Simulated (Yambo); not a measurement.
# PbSe (Clausthalite) in Yambo: convergence with bands in self energy

The system is PbSe (Clausthalite).

```
Pb Se
1.0
     0.00000    3.06065    3.06065
     3.06065    0.00000    3.06065
     3.06065    3.06065    0.00000
Pb Se
1 1
Direct
  0.00000 0.00000 0.00000
  0.50000 0.50000 0.50000
```

| Property | Result |
| --- | --- |
| Program | Yambo 5.3.0 |
| Task | G0W0 quasiparticle levels |
| Functional | PBE |
| Potentials or basis | PseudoDojo 0.4 SR PBE stringent |
| Cutoff | 1415 eV |
| Density cutoff | 5660 eV |
| k mesh | 4 × 4 × 4 |
| Occupations | fixed |
| Spin | no spin polarisation |
| k mesh of the self-consistent run | 8 × 8 × 8 |
| Random integration of the Coulomb term | yes |
| Direction of the field or of q to 0 | x + y + z |
| Broadening | 0.1 eV |
| States corrected | Γ and the k points of the band edges |
| Frequency dependence of W | plasmon pole |
| Terminator of the band sum in the self-energy | none |
| Quasiparticle equation | linearised (Newton) |
| Imaginary frequency of the plasmon-pole fit | 27.2114 eV |
| Bands in the response | 223 |
| Bands in the self-energy | 43 |
| Cutoff of the response matrix | 12 Ry |
| Cutoff of exchange and Vxc | 104 Ry |
| Bands corrected (first, last) | [23, 25] |

These are the settings of the first run; the series varies bands in self energy, with any setting tied to it.

```
bands in self energy  quasiparticle gap at the points computed (eV)
                  43                                          0.049
                  63                                          0.199
                 103                                          0.319
                 223                                          0.394
```

Not settled before the last step: the quasiparticle gap at the points computed (to 0.05 eV). The tightest run that finished is the yardstick and may itself not be fully converged.

Caveat, for the tightest run too: the k mesh is coarse (spacing up to 0.44 Å⁻¹), so the values aren't converged; this version prints the column dSc/dw multiplied by 27.2; spin-orbit coupling is left out, which as a rule narrows the gap of such compounds by several tenths of an eV.
